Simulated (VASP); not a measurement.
The system is Ge.

```
Ge
1.0
     0.00000    2.82891    2.82891
     2.82891    0.00000    2.82891
     2.82891    2.82891    0.00000
Ge
2
Direct
  0.75000 0.75000 0.75000
  0.50000 0.50000 0.50000
```

Base run:

```yaml
Program: VASP 6.6.1
Functional: PBE
Potentials_or_basis: VASP PAW PBE potentials, release 64 (Ge_d)
Cutoff: 520 eV
k_mesh: 8 × 8 × 8
Occupations: fermi-dirac, width 0.05 eV
Spin: no spin polarisation
```

Its results: pressure 3.5 GPa.

Problem. The run is repeated on the same cell with these changes: functional from PBE to LAK. What comes out?

Solution. Pressure 4.5 GPa.

Caveats: the PAW data sets were made with another functional, which shifts forces and pressure a little (some runs).
